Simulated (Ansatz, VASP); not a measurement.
**Cross-check of P (blue phosphorene bilayer, AA) between VASP and Ansatz**

One calculation is typed for both programs; each brings its own data sets and cutoff. How far apart do they land?

Calculated with Ansatz 0.2.0; plane waves, with VASP 6.6.1 beside it; single point at LDA.

**1. The starting structure**

The cell holds 4 atoms: 4 P. Cell: a = 3.218 Å, b = 3.218 Å, c = 23.680 Å, α = 90.0°, β = 90.0°, γ = 120.0°. Vacuum lies along c.

**2. Ansatz: single point, LDA**

Ansatz runs on its default PAW (the set named soft_2) files.

A single point gives forces, pressure and levels at one fixed geometry, so differences don't come from the geometry; what else differs is listed under the comparison.

Input file input.yaml:

```yaml
crystal:
  lattice:
    - [3.2183257771, 0.0, 0.0]
    - [-1.6091628885, 2.7871518806, 0.0]
    - [0.0, 0.0, 23.68]
  atoms:
    - { symbol: P, position: [0.6666666667, 0.3333333333, 0.380181273] }
    - { symbol: P, position: [0.3333333333, 0.6666666667, 0.4323969773] }
    - { symbol: P, position: [0.6666666667, 0.3333333333, 0.5676030227] }
    - { symbol: P, position: [0.3333333333, 0.6666666667, 0.619818727] }
hamiltonian:
  xc: lda
  pseudopotentials: { kind: paw }
kpoints:
  mp_grid: { grid: [12, 12, 1] }
scf:
  occupations: { method: fermi_dirac, width: 0.05 }
  n_extra_bands: 5
efield:
  axis: 3
  dipole_correction: true
  ramp_width: 0.04
output:
  forces: true
  eigenvalues: true
```

Run with:

```bash
$ ansatz run input.yaml --threads 2 --pin off --max-ram 4608MiB --backend cpu --events-out ev --progress --plain --runs-dir out
```

Numbers of over 12 decimals in the logs are rounded to 6 here.

The program printed:

```text
scf.n_extra_bands = 5 over 10 filled bands (N_el = 20.0): the run solves 15 bands
Engine: ansatz 0.2.0, aarch64-unknown-linux-gnu
Pseudopotentials: kind: paw
Pseudopotential: P, paw, valence charge 5, recommended cutoff 420 eV (normal), P.paw.azcp
Functional definition: SPW92
  exchange = slater_x
  correlation = pw_c
Crystal: 4 atoms, lattice volume = 212.409 Å³
Basis set: ecut = 420 eV, 4231 PW (Γ)
Bands: 15, of which v1, the nominal top of the filled ones, is band 10 counted from 1 (9 counted from 0)
Symmetry: 6 space group operations
k-points: 19 of 144 (time reversal used)
Non-local potential: P, projectors of the file, l = 0: 2, l = 1: 2, l = 2: 2
PAW form: soft (Blöchl's): semilocal exchange-correlation on the pseudo side does not see the compensation charge
PAW frozen core: P, regenerated for the run's functional, and the local potential with it (the file was generated under x = pbe(κ = 0.804, μ = 0.219515), c = pbe(β = 0.066725))
PAW one-centre angular grid: P, 110 points (default); XC on 64 Gauss nodes
Initial density: superposition of atomic densities (neutral atoms: chi_scale 0, normalization atom), corrected by the library's trained network
Initial wavefunctions: pseudopotential atomic-orbital guess
Functional: x = slater, c = lda
SCF iter   1: F=—  HF=-2903.487555 eV  |F-HF|=—  |Δ(HF+E_count)|=         —  Δρ=3.20e-3  dr2=3.88e-2  ethr=1.77e-3  p=0.000 e·Å  D=2.55e-14 V/Å  ΔV_dip=-0.00 eV  dr2_dipole=1.57e-8  V_vac-E_F(+/−)=5.04/5.04 eV  ⟨swp⟩=10.9  Hψ=2669  notcnv=0
efield: sawtooth ramp at fractional position 0.9800 (placed from the atoms, in the widest stretch of the axis that holds none; the zero of the levels goes with the place), width 0.0400; the density the first Hamiltonian is built on has a dipole p = 0.000 e·Å; the dipole correction subtracts the counter field D = 2.55e-14 V/Å, which shifts the + side's vacuum level by -0.00 eV against the − side's; the planar-averaged density in the ramp window peaks in size at 4.4e-6 e/Å³
preconditioner: auto → none  [insulator: Δε(μ)=0.912 eV  Ē_g=9.226 eV  σ=0.050 eV  W_gap=1.00  n_scr=12 (ndim 8)  ℏωp=11.4 eV  f_vac=0.586  D(μ)=0.00/eV (n_scr^D=0)  ε∞_Penn≈2.5]
SCF iter   2: F=—  HF=-2903.504048 eV  |F-HF|=—  |Δ(HF+E_count)|=   1.65e-2  Δρ=3.15e-3  dr2=1.59e-1  ethr=1.94e-4  p=-0.000 e·Å  D=-8.19e-5 V/Å  ΔV_dip=0.00 eV  dr2_dipole=2.23e-7  V_vac-E_F(+/−)=5.42/5.42 eV  ⟨swp⟩=4.4  Hψ=753  notcnv=0  defer=8  recentre
SCF iter   3: F=—  HF=-2903.485023 eV  |F-HF|=—  |Δ(HF+E_count)|=   1.90e-2  Δρ=2.05e-3  dr2=1.55e-2  ethr=1.94e-4  p=0.000 e·Å  D=9.17e-6 V/Å  ΔV_dip=-0.00 eV  dr2_dipole=8.14e-9  V_vac-E_F(+/−)=5.12/5.12 eV  ⟨swp⟩=3.4  Hψ=548  notcnv=0  defer=8
SCF iter   4: F=—  HF=-2903.483528 eV  |F-HF|=—  |Δ(HF+E_count)|=   1.49e-3  Δρ=1.21e-3  dr2=2.15e-3  ethr=7.76e-5  p=-0.000 e·Å  D=-1.48e-6 V/Å  ΔV_dip=0.00 eV  dr2_dipole=1.47e-10  V_vac-E_F(+/−)=5.21/5.21 eV  ⟨swp⟩=2.1  Hψ=327  notcnv=0  defer=8
SCF iter   5: F=—  HF=-2903.483655 eV  |F-HF|=—  |Δ(HF+E_count)|=   1.27e-4  Δρ=8.85e-5  dr2=2.02e-5  ethr=1.08e-5  p=0.000 e·Å  D=1.76e-5 V/Å  ΔV_dip=-0.00 eV  dr2_dipole=1.30e-8  V_vac-E_F(+/−)=5.27/5.27 eV  ⟨swp⟩=2.7  Hψ=433  notcnv=0  defer=8
SCF iter   6: F=—  HF=-2903.483639 eV  |F-HF|=—  |Δ(HF+E_count)|=   1.63e-5  Δρ=2.83e-5  dr2=1.30e-6  ethr=1.01e-7  p=-0.000 e·Å  D=-4.86e-5 V/Å  ΔV_dip=0.00 eV  dr2_dipole=1.02e-7  V_vac-E_F(+/−)=5.27/5.27 eV  ⟨swp⟩=2.4  Hψ=497  notcnv=0  defer=8
SCF iter   7: F=—  HF=-2903.483640 eV  |F-HF|=—  |Δ(HF+E_count)|=   1.94e-6  Δρ=2.06e-5  dr2=8.51e-6  ethr=6.48e-9  p=0.000 e·Å  D=2.83e-4 V/Å  ΔV_dip=-0.01 eV  dr2_dipole=3.53e-6  V_vac-E_F(+/−)=5.27/5.27 eV  ⟨swp⟩=3.1  Hψ=516  notcnv=0  defer=8
SCF iter   8: F=—  HF=-2903.483639 eV  |F-HF|=—  |Δ(HF+E_count)|=   1.27e-6  Δρ=6.21e-6  dr2=1.39e-7  ethr=6.48e-9  p=-0.000 e·Å  D=-2.89e-5 V/Å  ΔV_dip=0.00 eV  dr2_dipole=3.87e-8  V_vac-E_F(+/−)=5.27/5.27 eV  ⟨swp⟩=2.1  Hψ=379  notcnv=0  defer=8
SCF iter   9: F=-2903.483639 eV  HF=-2903.483639 eV  |F-HF|=1.74e-10  |Δ(HF+E_count)|=   5.62e-9  Δρ=1.13e-6  dr2=2.97e-9  ethr=5.00e-10  p=-0.000 e·Å  D=-1.19e-6 V/Å  ΔV_dip=0.00 eV  dr2_dipole=7.47e-11  V_vac-E_F(+/−)=5.27/5.27 eV  ⟨swp⟩=10.0  Hψ=1629  notcnv=0
SCF 1 converged in 9 iterations: F = -2903.483639 eV  dr2 = 2.97e-9
  greatest PAW one-centre occupation: 0.814 electrons in one spin orbital (limit 2), on the P atom at site 0 (counted from 0), in its partial waves of l = 0
SCF converged after 9 iterations
Free energy (F): -2903.483639 eV
Harris-Foulkes:  -2903.483639 eV  (|F-HF|=1.74e-10)
Internal energy: -2903.483626 eV  (E = F + TS)
E sigma→0 (E₀):  -2903.483633 eV
Entropy (-TS):   -0.000013 eV (-0.003 meV/atom)
Fermi energy:    -0.809783 eV
Dipole field:    D = 0.000010 V/Å  (p = 0.000012 e·Å, saw-weighted, corrected)
Work function:   Φ+ = 5.2683 eV   Φ− = 5.2686 eV
Levels:          The Fermi level and band energies are counted from a zero that moves with the ramp; work functions are not
--- Per-component energies (eV) ---
  E_band       = -144.961763
  E_kinetic    = 281.704607
  E_local      = -7126.392455  (includes V_loc(G=0)·N_el)
  E_nonlocal   = 141.711534
  E_hartree    = 3416.750132
  E_xc         = -243.680605
  E_vxc        = -242.186375  (∫ρ·V_xc dr)
  E_paw        = -2160.274440  (= ΣΔE_a)
  E_vpaw       = -33.298048  (= ΣTr[D̂ρ^β])
  E_aug_tail   = 0.000013  (compensation charges beyond the density's cutoff)
  E_efield     = 0.000000  (sawtooth field / dipole correction)
  E_vefield    = 0.000000  (∫n·V_field dr)
  E_ewald      = 2786.228181
  E_core_change = 0.469406  (= ΣΔE_core)
  E_smearing   = -0.000013  (= −TS)
  E_closure    = -0.000000  (closes the sum)
  Σ components = -2903.483639   (vs F -2903.483639, Δ=0.00e0)
--- Forces (eV/Å), atoms counted from 1 ---
  atom   1  P     -0.00000000    -0.00000000    -0.08046098
  atom   2  P      0.00000000     0.00000000     0.09728861
  atom   3  P     -0.00000000    -0.00000000    -0.09728306
  atom   4  P      0.00000000     0.00000000     0.08045315
  max |Σ_I F_I| component: 2.28e-6 eV/Å
--- Band table (eV; the first three rows and the last of 19) ---
  k-point 0: bands = [... 6 lower, -1.9631, -1.9192, -1.9192, -1.4750, 2.0933, 2.0933, 2.1174, 2.1174, ... 1 higher]
  k-point 1: bands = [... 6 lower, -2.8297, -2.2339, -2.1864, -1.4146, 1.7744, 1.8112, 2.4385, 2.4595, ... 1 higher]
  k-point 2: bands = [... 6 lower, -2.8903, -2.8100, -2.7572, -1.3230, 1.0292, 1.1250, 3.0736, 3.1818, ... 1 higher]
  k-point 18: bands = [... 6 lower, -4.0298, -4.0298, -3.4166, -3.4166, -0.4039, 0.4297, 2.9474, 2.9474, ... 1 higher]
```

Elapsed: 4.4 s, on 2 threads of Arm Neoverse V1, shared host; peak memory 0.35 GiB.

**3. VASP: single point, LDA**

The same cell, functional (in two slightly different forms), mesh and smearing now go to VASP, with its own data sets and cutoff.

Lines of VASP's logs that name or quote its potential files are left out, and so is its time.

Input file INCAR:

```
SYSTEM = P
PREC = Normal
ENCUT = 340
EDIFF = 1E-06
NELM = 120
ISMEAR = -1
SIGMA = 0.05
LREAL = .FALSE.
ALGO = Fast
GGA = CA
NBANDS = 24
LORBIT = 11
LWAVE = .FALSE.
LCHARG = .TRUE.
IDIPOL = 3
LDIPOL = .TRUE.
DIPOL = 0.5 0.5 0.5
LVHAR = .TRUE.
LVACPOTAV = .TRUE.
LELF = .TRUE.
NEDOS = 1500
```

Input file POSCAR:

```
P
1.0
    3.2183257771      0.0000000000      0.0000000000
   -1.6091628885      2.7871518806      0.0000000000
    0.0000000000      0.0000000000     23.6800000000
P
4
Direct
    0.6666666667      0.3333333333      0.3801812730
    0.3333333333      0.6666666667      0.4323969773
    0.6666666667      0.3333333333      0.5676030227
    0.3333333333      0.6666666667      0.6198187270
```

Input file KPOINTS:

```
Automatic mesh
0
Gamma
12 12 1
0 0 0
```

Potentials, in the order of the species: P (LDA family, release 64).

Run with:

```bash
$ mpirun -np 2 vasp_std
```

The program printed:

```text
[banner, memory and clock lines left out]
running    2 mpi-ranks, on    1 nodes
 distrk:  each k-point on    2 cores,    1 groups
 distr:  one band on    1 cores,    2 groups

 POSCAR found type information on POSCAR P
 POSCAR found :  1 types and       4 ions
 LDA part: xc-table for (Slater(with rela. corr.)+CA(PZ))
 , standard interpolation
 POSCAR, INCAR and KPOINTS ok, starting setup
 FFT: planning ... GRIDC
 FFT: planning ... GRID_SOFT
 FFT: planning ... GRID
 WAVECAR not read
 entering main loop
       N       E                     dE             d eps       ncg     rms          rms(c)
DAV:   1     0.798190908440E+02    0.79819E+02   -0.54026E+03   912   0.446E+02
DAV:   2    -0.160615356565E+02   -0.95881E+02   -0.91616E+02  1256   0.111E+02
DAV:   3    -0.238934217339E+02   -0.78319E+01   -0.77496E+01  1232   0.336E+01
DAV:   4    -0.240793489350E+02   -0.18593E+00   -0.18585E+00  1296   0.612E+00
DAV:   5    -0.240822161739E+02   -0.28672E-02   -0.28672E-02  1328   0.684E-01    0.108E+01
RMM:   6    -0.238584267425E+02    0.22379E+00   -0.95202E-02   993   0.105E+00    0.641E+00
RMM:   7    -0.237699431208E+02    0.88484E-01   -0.20094E-01  1160   0.154E+00    0.299E-01
RMM:   8    -0.237682874337E+02    0.16557E-02   -0.17379E-02  1088   0.606E-01    0.113E-01
RMM:   9    -0.237686791622E+02   -0.39173E-03   -0.29315E-03  1266   0.254E-01    0.162E-01
RMM:  10    -0.237686265701E+02    0.52592E-04   -0.49904E-04  1269   0.102E-01    0.408E-01
RMM:  11    -0.237688977180E+02   -0.27115E-03   -0.23257E-04  1189   0.596E-02    0.262E-02
RMM:  12    -0.237689269449E+02   -0.29227E-04   -0.52434E-05  1322   0.292E-02    0.169E-02
RMM:  13    -0.237689843658E+02   -0.57421E-04   -0.10489E-05  1171   0.119E-02    0.254E-02
RMM:  14    -0.237690507546E+02   -0.66389E-04   -0.92078E-06  1119   0.816E-03    0.503E-03
RMM:  15    -0.237690661790E+02   -0.15424E-04   -0.22540E-06  1108   0.454E-03    0.393E-03
RMM:  16    -0.237690837522E+02   -0.17573E-04   -0.16253E-06  1048   0.351E-03    0.126E-03
RMM:  17    -0.237690852981E+02   -0.15460E-05   -0.30750E-07   961   0.187E-03    0.912E-04
RMM:  18    -0.237690879786E+02   -0.26805E-05   -0.19212E-07   973   0.141E-03    0.103E-03
RMM:  19    -0.237690880687E+02   -0.90040E-07   -0.15578E-08   696   0.676E-04
|                                                                             |
|           W    W    AA    RRRRR   N    N  II  N    N   GGGG   !!!           |
|           W    W   A  A   R    R  NN   N  II  NN   N  G    G  !!!           |
|           W    W  A    A  R    R  N N  N  II  N N  N  G       !!!           |
|           W WW W  AAAAAA  RRRRR   N  N N  II  N  N N  G  GGG   !            |
|           WW  WW  A    A  R   R   N   NN  II  N   NN  G    G                |
|           W    W  A    A  R    R  N    N  II  N    N   GGGG   !!!           |
|                                                                             |
|     Did not find any points to average over, which means that no vacuum     |
|     field-free region was found. Please increase the size of  your cell     |
|     in the dimension of the dipole correction to obtain accurate            |
|     workfunction values.                                                    |
|                                                                             |

   1 F= -.23769088E+02 E0= -.23769083E+02  d E =-.106859E-04
```

Parts of OUTCAR (step 3):

```text
ion  position               nearest neighbor table
   1  0.667  0.333  0.380-   2 2.23   2 2.23   2 2.23
   2  0.333  0.667  0.432-   1 2.23   1 2.23   1 2.23
   3  0.667  0.333  0.568-   4 2.23   4 2.23   4 2.23
   4  0.333  0.667  0.620-   3 2.23   3 2.23   3 2.23

  LATTYP: Found a hexagonal cell.
 ALAT       =     3.2183257771
 C/A-ratio  =     7.3578629511

 Subroutine GETGRP returns: Found 12 space group operations
 (whereof 12 operations were pure point group operations)

The static configuration has the point symmetry D_3d.

 Found     19 irreducible k-points:

   k-points           NKPTS =     19   k-points in BZ     NKDIM =     19   number of bands    NBANDS=     24

   dimension x,y,z NGX =    16 NGY =   16 NGZ =  108
   dimension x,y,z NGXF=    32 NGYF=   32 NGZF=  216

   ENCUT  =  340.0 eV  24.99 Ry    5.00 a.u.   4.84  4.84 35.60*2*pi/ulx,y,z

   NELECT =      20.0000    total number of electrons

 k-points in reciprocal lattice and weights: Automatic mesh
   0.00000000  0.00000000  0.00000000       0.007
   0.08333333  0.00000000  0.00000000       0.042
   0.16666667  0.00000000  0.00000000       0.042
   0.25000000  0.00000000  0.00000000       0.042
   0.33333333  0.00000000  0.00000000       0.042
   0.41666667  0.00000000  0.00000000       0.042
   0.50000000  0.00000000  0.00000000       0.021
   0.08333333  0.08333333  0.00000000       0.042
   0.16666667  0.08333333  0.00000000       0.083
[...]
0.33333333  0.25000000  0.00000000       0.083
   0.33333333  0.33333333  0.00000000       0.014

 dipolmoment           0.000000      0.000000      0.000000 electrons x Angstroem

 average (electrostatic) potential at core
       1 -91.3326       2 -91.3413       3 -91.3413       4 -91.3326

 E-fermi :  -1.1507

 k-point     1 :       0.0000    0.0000    0.0000
  band No.  band energies     occupation
    ...
      6      -2.2799      2.00000
      7      -2.2799      2.00000
      8      -2.2356      2.00000
      9      -2.2356      2.00000
     10      -1.8230      2.00000
     11       1.7777      0.00000
     12       1.7777      0.00000
     13       1.8014      0.00000
     14       1.8014      0.00000
     15       1.9271      0.00000
    ...

 k-point     2 :       0.0833    0.0000    0.0000
  band No.  band energies     occupation
    ...
      6      -3.2069      2.00000
      7      -3.1449      2.00000
      8      -2.5513      2.00000
      9      -2.5033      2.00000
     10      -1.7631      1.99999
     11       1.4631      0.00000
     12       1.5003      0.00000
     13       2.1219      0.00000
     14       2.1433      0.00000
     15       2.7686      0.00000
    ...

 k-point     3 :       0.1667    0.0000    0.0000
  band No.  band energies     occupation
    ...
      6      -4.8727      2.00000
      7      -3.2379      2.00000
      8      -3.1282      2.00000
      9      -3.0748      2.00000
     10      -1.6733      1.99994
     11       0.7173      0.00000
     12       0.8143      0.00000
     13       2.7524      0.00000
     14       2.8627      0.00000
     15       3.4916      0.00000
    ...

  Total       -0.0344455     -0.0344455     -0.0930054     -0.0000000      0.0000000      0.0000000
  in kB       -0.2598186     -0.2598186     -0.7015306     -0.0000000      0.0000000      0.0000000
  external PRESSURE =      -0.4070559 kB  Pullay stress =       0.0000000 kB

  energy-cutoff  :      340.00
  volume of cell :      212.41
      direct lattice vectors                 reciprocal lattice vectors
     3.218325777  0.000000000  0.000000000     0.310720564  0.179394601  0.000000000
    -1.609162888  2.787151881  0.000000000     0.000000000  0.358789202  0.000000000
     0.000000000  0.000000000 23.680000000     0.000000000  0.000000000  0.042229730

 POSITION                                       TOTAL-FORCE (eV/Angst)
 -----------------------------------------------------------------------------------
      1.60916      0.92905      9.00269        -0.000000     -0.000000     -0.004169
     -0.00000      1.85810     10.23916         0.000000      0.000000      0.019440
      1.60916      0.92905     13.44084        -0.000000     -0.000000     -0.019440
     -0.00000      1.85810     14.67731         0.000000      0.000000      0.004169
 -----------------------------------------------------------------------------------
    total drift:                                0.000000     -0.000000      0.000000

  FREE ENERGIE OF THE ION-ELECTRON SYSTEM (eV)
  ---------------------------------------------------
  free  energy   TOTEN  =       -23.7690880687 eV

  energy  without entropy=      -23.7690773828  energy(sigma->0) =      -23.76908273

 vacuum level on the upper side and lower side of the slab         4.116         4.116

 total charge
# of ion       s       p       d       tot
------------------------------------------
    1        1.098   1.378   0.000   2.475
    2        1.097   1.377   0.000   2.474
    3        1.097   1.377   0.000   2.474
    4        1.098   1.378   0.000   2.475
--------------------------------------------------
tot          4.389   5.509   0.000   9.898

[... 3 further parts left out ...]
```

The gap is read on the k-mesh alone, so it is an upper bound where the band edges lie off the mesh.

**4. Differences**

Known differences besides the potentials themselves: the two LDA forms differ slightly; the cutoff is 420 eV in Ansatz and 340 eV in VASP (PREC = Normal); VASP's log shows a relativistic correction to its local exchange, Ansatz's none. Total energies have different zeros and are not compared.

Compared:

| quantity | Ansatz | VASP | difference |
| --- | --- | --- | --- |
| gap on the k mesh (eV) | 0.916 | 0.929 | -0.013 |

At this near-relaxed geometry the largest component of a force difference is 78 meV/Å. A gap on the mesh is an upper bound, since the band edges may lie between its points.

**5. What the set-up changes**

Further runs change the set-up of one program: Ansatz's method, potentials or start, or VASP's data sets, cutoff or form of LDA. The table gives Ansatz less VASP for each quantity, since a change that brings one quantity closer may part another.

| run | r.m.s. force difference (meV/Å) | gap on the k mesh (eV) |
| --- | --- | --- |
| as above | 44 | -0.013 |
| cores kept as stored | 66 | -0.022 |
| Ansatz's larger PAW set (cutoff 510 eV) | 37 | -0.0072 |
| norm-conserving potentials (cutoff 653 eV) | 21 | -0.0029 |

**6. Outcome**

```
r.m.s. force difference (single point, LDA) : 44 meV/Å
```

In words: The r.m.s. force difference is 44 meV/Å (single point, LDA), beyond the 12 meV/Å picked in this series as the mark of a large difference. Single point, LDA, cores kept as stored: r.m.s. force difference goes from 44 to 66 meV/Å; the difference in gap on the k mesh goes from -0.013 to -0.022 eV. Single point, LDA, Ansatz's larger PAW set (cutoff 510 eV): the difference in gap on the k mesh goes from -0.013 to -0.0072 eV. Single point, LDA, norm-conserving potentials (cutoff 653 eV): r.m.s. force difference goes from 44 to 21 meV/Å; the difference in gap on the k mesh goes from -0.013 to -0.0029 eV. Such differences can come from data sets, numerical settings and the points named under the comparisons, not from the functional's error against experiment.

[Lines on the potential files, build, host, timing and source positions are cut from VASP's logs without a mark.]

[Logs are printed without paths, hosts, clocks, repeated set-up lines and the standing remarks that a program may print on its own settings, such as how far it seeks lower states.]

[Hosts, paths, dates, database ids (printed as entryN), source tags and the programs' standing remarks are cut or masked in the printed files.]
